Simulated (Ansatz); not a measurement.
**Lower states of Ni: further starts and searches**

Plain starts of Ni have been run. Do the further runs listed below go lower? System: Ni, the measured crystal structure (space group Fm-3m, primitive cell doubled); the cell holds 2 atoms. Source: COD entry 9012995.

Computed with Ansatz 0.2.0 (DFT PBE, PAW, plane waves, scalar-relativistic, unless a step's input says otherwise).

## (1) The starting structure

Symmetry: Fm-3m, No. 225, cubic system. Conventional cell: a = 3.538 Å, b = 3.538 Å, c = 3.538 Å, α = 90.00°, β = 90.00°, γ = 90.00°. Ni (site symmetry m-3m) has 12 Ni at 2.50 Å as nearest neighbours.

As a file:

```xyz
2
Lattice="0.0000 1.7690 1.7690 1.7690 0.0000 1.7690 3.5379 3.5379 0.0000" Properties=species:S:1:pos:R:3 pbc="T T T"
Ni    0.0000    0.0000    0.0000
Ni    1.7690    1.7690    0.0000
```

Labels such as Ni2 number the atoms in the order of the input file.

Known so far: 7 plain starts ended in 3 states. The lowest came from “spin on, no moments given (the program may seed its own), plain SCF”: ferromagnetic, site moments Ni1 0.67, Ni2 0.67 μB, total 1.27 μB per cell, no gap on the k-mesh, free energy -11679.4402 eV.

Runs to come: parallel moments, default search for lower states; opposed moments +-, default search for lower states; the moments typed in its input, symmetry off, plain SCF; the moments typed in its input, standard search for lower states; the moments typed in its input, symmetry off, default search.

“Plain SCF” means no search for lower states. The default search runs further SCF cycles only where the state itself hints at a lower one. The standard and full searches may also try other magnetic orders and fillings, and need not reach the lowest state. With a search on, the program may also reshape the start on open shells. 

The total moment includes the space between the atomic spheres.

## (2) Parallel moments, default search for lower states

input.yaml

```yaml
crystal:
  lattice:
    - [0.0, 1.76895, 1.76895]
    - [1.76895, 0.0, 1.76895]
    - [3.5379, 3.5379, 0.0]
  atoms:
    - { symbol: Ni, position: [0.0, 0.0, 0.0], spin: 2.0 }
    - { symbol: Ni, position: [0.0, 0.0, 0.5], spin: 2.0 }
magnetization:
  spin_polarized: true
hamiltonian:
  xc: pbe
  pseudopotentials: { kind: paw }
basis:
  ecutwfc: 420
kpoints:
  mp_grid: { grid: [14, 14, 7] }
scf:
  occupations: { method: gaussian, width: 0.1 }
output:
  forces: true
  stress: true
```

Launch:

```
> ansatz run input.yaml --threads 2 --pin off --max-ram 5120MiB --backend cpu --events-out ev --progress --plain --runs-dir out
```

Log, shortened:

```text
[...]
Pseudopotentials: kind: paw
Pseudopotential: Ni, paw, valence charge 18, recommended cutoff 420 eV (normal), Ni.paw.azcp
Functional definition: PBE
[...]
Crystal: 2 atoms, lattice volume = 22.141 Å³
Basis set: ecut = 420 eV, 409 PW (Γ), exchange–correlation on 36×36×72 points (8 copies of the dense FFT grid, shifted against one another)
Bands: 24, of which v1, the nominal top of the filled ones, is band 18 counted from 1 (17 counted from 0)
Symmetry: 24 space group operations
Space group: Fm-3m (ITA 225), of the structure as read, at distance tolerance 2.8e-5 Å
Magnetic group: BNS 225.116 (UNI 1618), of the structure as read, at distance tolerance 2.8e-5 Å
k-points: 144 of 1372
[...]
Starting moments: Σ|m| = 4 μB on 2 of 2 sites
[...]
SCF iter   1: F=—  HF=-11678.284414 eV  |F-HF|=—  |Δ(HF+E_count)|=         —  Δρ=1.70e-1 (↑1.70e-1 ↓9.41e-2)  dr2=1.05e0  dr2_m=3.44e0  M=1.793 μB ∫|m|=1.957 μB  β_m=0.30  ethr=2.91e-3  ⟨swp⟩=1.0  Hψ=34152  notcnv=0
[...]
SCF iter  11: F=-11679.440162 eV  HF=-11679.440162 eV  |F-HF|=6.37e-11  |Δ(HF+E_count)|=  2.00e-11  Δρ=8.19e-7 (↑1.57e-7 ↓8.19e-7)  dr2=1.03e-10  dr2_m=3.58e-11  M=1.265 μB ∫|m|=1.462 μB  ethr=2.25e-11  ⟨swp⟩=2.0  Hψ=21233  notcnv=0
[...]
SCF converged after 11 iterations
Magnetization: 1.2651 μB (18.6326 up, 17.3674 down)
Absolute magnetization: 1.4633 μB (∫|ρ↑−ρ↓|, with the PAW one-centre terms)
Spin contamination: 0.0151 ħ² per cell (⟨S²⟩ above its minimum at these occupations)
Per-site moments (μB) at R_I (Å): [(0.6739798149774416, 1.0319401459784534), (0.6739798149774416, 1.0319401459784534)]
Free energy (F): -11679.440162 eV
[...]
E sigma→0 (E₀):  -11679.430024 eV
Entropy (-TS):   -0.020277 eV (-10.139 meV/atom)
Fermi energy:    17.797166 eV
[... 24 lines left out: energy terms, forces, stress ...]
```

Run time: 6.4 s. Hardware: 2 threads of Arm Neoverse V2, shared host; peak memory 0.4 GiB.

This is the state of step 1 again (ferromagnetic), after 11 iterations.

## (3) Opposed moments +-, default search for lower states

Edit input.yaml of step 2 so:

```diff
@@ -7,3 +7,3 @@
     - { symbol: Ni, position: [0.0, 0.0, 0.0], spin: 2.0 }
-    - { symbol: Ni, position: [0.0, 0.0, 0.5], spin: 2.0 }
+    - { symbol: Ni, position: [0.0, 0.0, 0.5], spin: -2.0 }
 magnetization:
@@ -22 +22,5 @@
   stress: true
+  write_density: true
+  write_potential: true
+  elf: true
+  volumetric_format: npy
```

Launch:

```
> ansatz run input.yaml --threads 2 --pin off --max-ram 5120MiB --backend cpu --events-out ev --progress --plain --runs-dir out
```

Log, shortened:

```text
[... 11 lines as in an earlier run ...]
Symmetry: 12 space group operations
Space group: R-3m (ITA 166), of the structure as read, at distance tolerance 2.8e-5 Å
Magnetic group: BNS 166.102 (UNI 1332), of the structure as read, at distance tolerance 2.8e-5 Å
[... 5 lines as in an earlier run ...]
Starting moments: Σ|m| = 4 μB on 2 of 2 sites
Starting magnetic order: antiferromagnet; a translation exchanges its spin sublattices: spin-degenerate at every k-point
[... 2 lines as in an earlier run ...]
spin-down is spin-up translated by (0, 0, 0.5): one eigenproblem is solved per k-point and the antiferromagnetic symmetry of the starting moments is kept exactly by this SCF (crystal.symmetry.spin_inversion_symmetry: false solves both channels; [...]
SCF iter   1: F=—  HF=-11678.258086 eV  |F-HF|=—  |Δ(HF+E_count)|=         —  Δρ=1.68e-1 (↑1.68e-1 ↓1.68e-1)  dr2=1.00e0  dr2_m=5.33e0  M=0.000 μB ∫|m|=1.559 μB  β_m=0.30  ethr=2.79e-3  ⟨swp⟩=1.2  Hψ=17272  notcnv=0
[...]
the run went on to a lower state, not held to the crystal's whole symmetry: an SCF along what the orbitals of the run's state read of its open shells (or to have them read: on a GPU, or by another smearing), with the run's symmetry operations kept and the antiferromagnet's [...]
WARN: the starting moments were not kept: 1 of 2 ended reversed and 1 kept their direction, counting a site from 0.1 of the cell's largest site moment. The largest reversed, site 0 (counted from 0, in the order of the report's site_moments_mub), started with +2.0 μB and closes at -6.7e-1 [...]
SCF converged after 2 iterations
Magnetization: -1.2651 μB (17.3674 up, 18.6326 down)
Absolute magnetization: 1.4633 μB (∫|ρ↑−ρ↓|, with the PAW one-centre terms)
Spin contamination: 0.0151 ħ² per cell (⟨S²⟩ above its minimum at these occupations)
Per-site moments (μB) at R_I (Å): [(-0.6739770008273505, 1.0319401459784534), (-0.6739751706318178, 1.0319401459784534)]
Free energy (F): -11679.440162 eV
[...]
E sigma→0 (E₀):  -11679.430024 eV
Entropy (-TS):   -0.020277 eV (-10.139 meV/atom)
Fermi energy:    17.797174 eV
[... 29 lines left out: energy terms, forces, stress, bands ...]
```

Wall time 62 s (2 threads of Arm Neoverse V2, shared host); peak memory 0.74 GiB.

This is the state of step 1 again (ferromagnetic), after 28 iterations.

## (4) The moments typed in its input, symmetry off, plain SCF

Edit input.yaml of step 3 so:

```diff
@@ -7,3 +7,4 @@
     - { symbol: Ni, position: [0.0, 0.0, 0.0], spin: 2.0 }
-    - { symbol: Ni, position: [0.0, 0.0, 0.5], spin: -2.0 }
+    - { symbol: Ni, position: [0.0, 0.0, 0.5], spin: 2.0 }
+  symmetry: { detect: false, time_reversal: true }
 magnetization:
@@ -19,2 +20,3 @@
   occupations: { method: gaussian, width: 0.1 }
+  lower_state_search: "off"
 output:
```

Launch:

```
> ansatz run input.yaml --threads 2 --pin off --max-ram 5120MiB --backend cpu --events-out ev --progress --plain --runs-dir out
```

Log, shortened:

```text
[... 11 lines as in an earlier run ...]
Symmetry: 1 space group operations
k-points: 688 of 1372 (time reversal used)
[... 4 lines as in an earlier run ...]
Starting moments: Σ|m| = 4 μB on 2 of 2 sites
[... 2 lines as in an earlier run ...]
[...]
SCF iter   1: F=—  HF=-11678.893657 eV  |F-HF|=—  |Δ(HF+E_count)|=         —  Δρ=1.25e-1 (↑1.12e-1 ↓1.25e-1)  dr2=2.26e-2  dr2_m=2.84e0  M=1.906 μB ∫|m|=2.109 μB  β_m=0.30  ethr=6.29e-5  ⟨swp⟩=1.0  Hψ=162975  notcnv=0
[...]
spin-set hold released at iteration 1 (the charge has settled, or the pull on large starting moments outlasts its swing): the magnetisation degrees of freedom join the quasi-Newton model from the next iteration; the mixer history was flushed
[...]
SCF iter  12: F=-11679.440162 eV  HF=-11679.440162 eV  |F-HF|=6.72e-9  |Δ(HF+E_count)|=   1.17e-8  Δρ=4.22e-6 (↑4.22e-6 ↓3.35e-6)  dr2=6.83e-9  dr2_m=3.13e-10  M=1.265 μB ∫|m|=1.462 μB  ethr=5.13e-11  ⟨swp⟩=5.4  Hψ=175728  notcnv=0
[...]
SCF converged after 12 iterations
Magnetization: 1.2652 μB (18.6326 up, 17.3674 down)
Absolute magnetization: 1.4633 μB (∫|ρ↑−ρ↓|, with the PAW one-centre terms)
Spin contamination: 0.0151 ħ² per cell (⟨S²⟩ above its minimum at these occupations)
Per-site moments (μB) at R_I (Å): [(0.6739902677718923, 1.0319401459784534), (0.6739943464718289, 1.0319401459784534)]
Free energy (F): -11679.440162 eV
[...]
E sigma→0 (E₀):  -11679.430024 eV
Entropy (-TS):   -0.020277 eV (-10.138 meV/atom)
Fermi energy:    17.797220 eV
[... 29 lines left out: energy terms, forces, stress, bands ...]
```

Run time: 64 s. Hardware: 2 threads of Arm Neoverse V2, shared host; peak memory 0.85 GiB.

Nothing new: the 12 iterations lead to the state found in step 1 (ferromagnetic).

## (5) The moments typed in its input, standard search for lower states

Edit input.yaml of step 4 so:

```diff
@@ -8,3 +8,2 @@
     - { symbol: Ni, position: [0.0, 0.0, 0.5], spin: 2.0 }
-  symmetry: { detect: false, time_reversal: true }
 magnetization:
@@ -20,3 +19,3 @@
   occupations: { method: gaussian, width: 0.1 }
-  lower_state_search: "off"
+  lower_state_search: standard
 output:
@@ -24,5 +23 @@
   stress: true
-  write_density: true
-  write_potential: true
-  elf: true
-  volumetric_format: npy
```

Launch:

```
> ansatz run input.yaml --threads 2 --pin off --max-ram 5120MiB --backend cpu --events-out ev --progress --plain --runs-dir out
```

Log, shortened:

```text
the run goes by scf.lower_state_search standard: where its kind and settings allow, a search for a lower-energy state can add stability tests and further SCF calculations, which can take several times, in some runs tens of times, as long as the SCF (see the manual's entry of the key); [...]
[... 19 lines as in an earlier run ...]
Starting moments: Σ|m| = 4 μB on 2 of 2 sites
[... 3 lines as in an earlier run ...]
SCF iter   1: F=—  HF=-11678.284414 eV  |F-HF|=—  |Δ(HF+E_count)|=         —  Δρ=1.70e-1 (↑1.70e-1 ↓9.41e-2)  dr2=1.05e0  dr2_m=3.44e0  M=1.793 μB ∫|m|=1.957 μB  β_m=0.30  ethr=2.91e-3  ⟨swp⟩=1.0  Hψ=34152  notcnv=0
[...]
SCF iter  11: F=-11679.440162 eV  HF=-11679.440162 eV  |F-HF|=6.37e-11  |Δ(HF+E_count)|=  2.00e-11  Δρ=8.19e-7 (↑1.57e-7 ↓8.19e-7)  dr2=1.03e-10  dr2_m=3.58e-11  M=1.265 μB ∫|m|=1.462 μB  ethr=2.25e-11  ⟨swp⟩=2.0  Hψ=21233  notcnv=0
[...]
SCF converged after 11 iterations
Magnetization: 1.2651 μB (18.6326 up, 17.3674 down)
Absolute magnetization: 1.4633 μB (∫|ρ↑−ρ↓|, with the PAW one-centre terms)
Spin contamination: 0.0151 ħ² per cell (⟨S²⟩ above its minimum at these occupations)
Per-site moments (μB) at R_I (Å): [(0.6739798149774416, 1.0319401459784534), (0.6739798149774416, 1.0319401459784534)]
Free energy (F): -11679.440162 eV
[...]
E sigma→0 (E₀):  -11679.430024 eV
Entropy (-TS):   -0.020277 eV (-10.139 meV/atom)
Fermi energy:    17.797166 eV
[... 24 lines left out: energy terms, forces, stress ...]
```

It took 6.3 s on 2 threads of Arm Neoverse V2, shared host; peak memory 0.4 GiB.

This is the state of step 1 again (ferromagnetic), after 11 iterations.

## (6) The moments typed in its input, symmetry off, default search

Edit input.yaml of step 5 so:

```diff
@@ -8,2 +8,3 @@
     - { symbol: Ni, position: [0.0, 0.0, 0.5], spin: 2.0 }
+  symmetry: { detect: false, time_reversal: true }
 magnetization:
@@ -19,3 +20,2 @@
   occupations: { method: gaussian, width: 0.1 }
-  lower_state_search: standard
 output:
@@ -23 +23,5 @@
   stress: true
+  write_density: true
+  write_potential: true
+  elf: true
+  volumetric_format: npy
```

Launch:

```
> ansatz run input.yaml --threads 2 --pin off --max-ram 5120MiB --backend cpu --events-out ev --progress --plain --runs-dir out
```

Log, shortened:

```text
[... 17 lines as in an earlier run ...]
Starting moments: Σ|m| = 4 μB on 2 of 2 sites
[... 3 lines as in an earlier run ...]
SCF iter   1: F=—  HF=-11678.281796 eV  |F-HF|=—  |Δ(HF+E_count)|=         —  Δρ=1.70e-1 (↑1.70e-1 ↓9.40e-2)  dr2=1.05e0  dr2_m=3.44e0  M=1.794 μB ∫|m|=1.958 μB  β_m=0.30  ethr=2.91e-3  ⟨swp⟩=1.0  Hψ=162917  notcnv=0
[...]
SCF iter  13: F=-11679.440162 eV  HF=-11679.440162 eV  |F-HF|=2.12e-8  |Δ(HF+E_count)|=   1.20e-9  Δρ=8.41e-6 (↑1.90e-6 ↓8.41e-6)  dr2=2.27e-8  dr2_m=2.16e-9  M=1.265 μB ∫|m|=1.462 μB  ethr=2.48e-11  ⟨swp⟩=8.9  Hψ=186632  notcnv=0
[...]
SCF converged after 13 iterations
Magnetization: 1.2651 μB (18.6326 up, 17.3674 down)
Absolute magnetization: 1.4633 μB (∫|ρ↑−ρ↓|, with the PAW one-centre terms)
Spin contamination: 0.0151 ħ² per cell (⟨S²⟩ above its minimum at these occupations)
Per-site moments (μB) at R_I (Å): [(0.6739941184576163, 1.0319401459784534), (0.6739639850388394, 1.0319401459784534)]
Free energy (F): -11679.440162 eV
[...]
E sigma→0 (E₀):  -11679.430024 eV
Entropy (-TS):   -0.020277 eV (-10.139 meV/atom)
Fermi energy:    17.797163 eV
[... 29 lines left out: energy terms, forces, stress, bands ...]
```

It took 74 s on 2 threads of Arm Neoverse V2, shared host; peak memory 0.92 GiB.

This is the state of step 1 again (ferromagnetic), after 13 iterations.

## (7) Comparing the starts

```csv
step,iterations,state,moments of Ni1 Ni2 (μB),total (μB),gap (eV),pressure (GPa),above lowest (meV/atom)
1,12,1,0.67 0.67,1.27,none,-3.1,0.0
2,11,1,0.67 0.67,1.27,none,-3.1,0.0
3,28,1,-0.67 -0.67,-1.27,none,-3.1,0.0
4,12,1,0.67 0.67,1.27,none,-3.1,0.0
5,11,1,0.67 0.67,1.27,none,-3.1,0.0
6,13,1,0.67 0.67,1.27,none,-3.1,0.0
```

States are numbered from the lowest. Starts by step: 2 parallel moments, default search for lower states; 3 opposed moments +-, default search for lower states; 4 the moments typed in its input, symmetry off, plain SCF; 5 the moments typed in its input, standard search for lower states; 6 the moments typed in its input, symmetry off, default search. Step 1 is the best of the earlier plain starts.

The 5 runs of this session took 3.5 min in all, from 6.3 s to 74 s each.

Decimal logarithm of the largest residual (eV) by iteration, counted through all cycles of a run:

```csv
iteration,step 2,step 3,step 4,step 5,step 6
1,0.5,0.7,0.5,0.5,0.5
2,0.3,0.5,0.3,0.3,0.3
3,0.0,0.8,-0.6,0.0,0.0
4,-1.2,-1.3,-2.5,-1.2,-1.2
5,-2.0,-2.6,-3.0,-2.0,-1.9
6,-2.8,-3.0,-0.3,-2.8,-2.6
8,-5.7,-6.3,-4.9,-5.7,-4.3
11,-10.0,-8.8,-7.5,-10.0,-7.1
13,-,-1.6,-,-,-7.6
16,-,-6.7,-,-,-
18,-,-9.1,-,-,-
21,-,-3.0,-,-,-
23,-,-5.0,-,-,-
26,-,-9.4,-,-,-
28,-,-9.4,-,-,-
```

## (8) Outcome

| quantity | value |
| --- | --- |
| distinct states | 1 from 6 converged runs, the best start of step 1 counted |
| lowest state | ferromagnetic |
| its moments | Ni1 0.67, Ni2 0.67 μB |
| total moment | 1.27 μB per cell |
| gap on the k-mesh | none |
| pressure | -3.1 GPa |
| largest force | 0.000 eV/Å |

In words: Nothing lower turns up: the best plain start stands. 6 runs converged, all to one state. The search isn't exhaustive: larger magnetic cells and non-collinear orders weren't tried.
